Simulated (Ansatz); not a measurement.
# TaN: the cost of one run

Computed with Ansatz 0.2.0 (DFT PBE, scalar-relativistic, plane waves, PAW, unless a step's input says otherwise).

## 1. Starting point

It takes space group P6_3/mmc (No. 194, hexagonal). Conventional cell: a = 3.048 Å, b = 3.048 Å, c = 4.918 Å, α = 90.00°, β = 90.00°, γ = 120.00°. Around Ta (site symmetry -3m) lie 6 N at 2.15 Å and 2 Ta at 2.46 Å. N (site symmetry -6m2) has 6 Ta at 2.15 Å in its first shell of neighbours.

Structure file:

```cif
data_structure
_symmetry_space_group_name_H-M 'P 1'
_symmetry_Int_Tables_number 1
_cell_length_a 7.2151
_cell_length_b 7.2151
_cell_length_c 10.3827
_cell_angle_alpha 108.837
_cell_angle_beta 108.837
_cell_angle_gamma 94.058
_cell_volume 474.82
loop_
_atom_site_label
_atom_site_type_symbol
_atom_site_fract_x
_atom_site_fract_y
_atom_site_fract_z
_atom_site_occupancy
Ta1 Ta 0.00000 0.00000 0.00000 1
Ta2 Ta 0.50000 0.50000 0.00000 1
Ta3 Ta 0.33333 0.83333 0.16667 1
Ta4 Ta 0.83333 0.33333 0.16667 1
Ta5 Ta 0.66667 0.66667 0.33333 1
Ta6 Ta 0.16667 0.16667 0.33333 1
Ta7 Ta 0.00000 0.50000 0.50000 1
Ta8 Ta 0.50000 0.00000 0.50000 1
Ta9 Ta 0.33333 0.33333 0.66667 1
Ta10 Ta 0.83333 0.83333 0.66667 1
Ta11 Ta 0.66667 0.16667 0.83333 1
Ta12 Ta 0.16667 0.66667 0.83333 1
Ta13 Ta 0.25000 0.25000 0.00000 1
Ta14 Ta 0.75000 0.75000 0.00000 1
Ta15 Ta 0.58333 0.08333 0.16667 1
Ta16 Ta 0.08333 0.58333 0.16667 1
Ta17 Ta 0.91667 0.91667 0.33333 1
Ta18 Ta 0.41667 0.41667 0.33333 1
Ta19 Ta 0.25000 0.75000 0.50000 1
Ta20 Ta 0.75000 0.25000 0.50000 1
Ta21 Ta 0.58333 0.58333 0.66667 1
Ta22 Ta 0.08333 0.08333 0.66667 1
Ta23 Ta 0.91667 0.41667 0.83333 1
Ta24 Ta 0.41667 0.91667 0.83333 1
N1 N 0.29167 0.12500 0.16667 1
N2 N 0.79167 0.62500 0.16667 1
N3 N 0.62500 0.95833 0.33333 1
N4 N 0.12500 0.45833 0.33333 1
N5 N 0.95833 0.79167 0.50000 1
N6 N 0.45833 0.29167 0.50000 1
N7 N 0.29167 0.62500 0.66667 1
N8 N 0.79167 0.12500 0.66667 1
N9 N 0.62500 0.45833 0.83333 1
N10 N 0.12500 0.95833 0.83333 1
N11 N 0.95833 0.29167 0.00000 1
N12 N 0.45833 0.79167 0.00000 1
N13 N 0.37500 0.54167 0.16667 1
N14 N 0.87500 0.04167 0.16667 1
N15 N 0.70833 0.37500 0.33333 1
N16 N 0.20833 0.87500 0.33333 1
N17 N 0.04167 0.20833 0.50000 1
N18 N 0.54167 0.70833 0.50000 1
N19 N 0.37500 0.04167 0.66667 1
N20 N 0.87500 0.54167 0.66667 1
N21 N 0.70833 0.87500 0.83333 1
N22 N 0.20833 0.37500 0.83333 1
N23 N 0.04167 0.70833 0.00000 1
N24 N 0.54167 0.20833 0.00000 1
```

The runs take a perfect supercell of 48 atoms; the defect goes to fractional position (0.333, 1.000, 0.000).

## 2. The perfect supercell

input.yaml reads:

```yaml
crystal:
  lattice:
    - [-4.572, 2.639645, 4.918]
    - [4.572, -2.639645, 4.918]
    - [4.572, 7.918936, -4.918]
  atoms:
    - { symbol: Ta, position: [0.0, 0.0, 0.0] }
    - { symbol: Ta, position: [0.5, 0.5, 0.0] }
    - { symbol: Ta, position: [0.333333, 0.833333, 0.166667] }
    - { symbol: Ta, position: [0.833333, 0.333333, 0.166667] }
    - { symbol: Ta, position: [0.666667, 0.666667, 0.333333] }
    - { symbol: Ta, position: [0.166667, 0.166667, 0.333333] }
    - { symbol: Ta, position: [0.0, 0.5, 0.5] }
    - { symbol: Ta, position: [0.5, 0.0, 0.5] }
    - { symbol: Ta, position: [0.333333, 0.333333, 0.666667] }
    - { symbol: Ta, position: [0.833333, 0.833333, 0.666667] }
    - { symbol: Ta, position: [0.666667, 0.166667, 0.833333] }
    - { symbol: Ta, position: [0.166667, 0.666667, 0.833333] }
    - { symbol: Ta, position: [0.25, 0.25, 0.0] }
    - { symbol: Ta, position: [0.75, 0.75, 0.0] }
    - { symbol: Ta, position: [0.583333, 0.083333, 0.166667] }
    - { symbol: Ta, position: [0.083333, 0.583333, 0.166667] }
    - { symbol: Ta, position: [0.916667, 0.916667, 0.333333] }
    - { symbol: Ta, position: [0.416667, 0.416667, 0.333333] }
    - { symbol: Ta, position: [0.25, 0.75, 0.5] }
    - { symbol: Ta, position: [0.75, 0.25, 0.5] }
    - { symbol: Ta, position: [0.583333, 0.583333, 0.666667] }
    - { symbol: Ta, position: [0.083333, 0.083333, 0.666667] }
    - { symbol: Ta, position: [0.916667, 0.416667, 0.833333] }
    - { symbol: Ta, position: [0.416667, 0.916667, 0.833333] }
    - { symbol: "N", position: [0.291666, 0.125, 0.166667] }
    - { symbol: "N", position: [0.791666, 0.625, 0.166667] }
    - { symbol: "N", position: [0.625, 0.958334, 0.333333] }
    - { symbol: "N", position: [0.125, 0.458334, 0.333333] }
    - { symbol: "N", position: [0.958333, 0.791667, 0.5] }
    - { symbol: "N", position: [0.458333, 0.291667, 0.5] }
    - { symbol: "N", position: [0.291666, 0.625, 0.666667] }
    - { symbol: "N", position: [0.791666, 0.125, 0.666667] }
    - { symbol: "N", position: [0.625, 0.458334, 0.833333] }
    - { symbol: "N", position: [0.125, 0.958334, 0.833333] }
    - { symbol: "N", position: [0.958333, 0.291667, 0.0] }
    - { symbol: "N", position: [0.458333, 0.791667, 0.0] }
    - { symbol: "N", position: [0.375, 0.541666, 0.166667] }
    - { symbol: "N", position: [0.875, 0.041666, 0.166667] }
    - { symbol: "N", position: [0.708334, 0.375, 0.333333] }
    - { symbol: "N", position: [0.208334, 0.875, 0.333333] }
    - { symbol: "N", position: [0.041667, 0.208333, 0.5] }
    - { symbol: "N", position: [0.541667, 0.708333, 0.5] }
    - { symbol: "N", position: [0.375, 0.041666, 0.666667] }
    - { symbol: "N", position: [0.875, 0.541666, 0.666667] }
    - { symbol: "N", position: [0.708334, 0.875, 0.833333] }
    - { symbol: "N", position: [0.208334, 0.375, 0.833333] }
    - { symbol: "N", position: [0.041667, 0.708333, 0.0] }
    - { symbol: "N", position: [0.541667, 0.208333, 0.0] }
basis:
  ecutwfc: 420
  fft_grid_basis: typed
kpoints:
  mp_grid: { grid: [2, 2, 2] }
hamiltonian:
  xc: pbe
  pseudopotentials: { kind: paw }
scf:
  occupations: { method: gaussian, width: 0.05 }
output:
  forces: true
  stress: false
  eigenvalues: true
  bader: false
  write_density: true
  volumetric_format: npy
```

Command:

```bash
$ ansatz run input.yaml --threads 8 --pin off --max-ram 16384MiB --backend cpu --events-out ev --progress --plain --runs-dir out
```

**Question.** How long does this run take on 8 threads of Arm Neoverse N1, shared host, and how much memory does it need?

About 11 s, with a peak of 2.9 GiB.
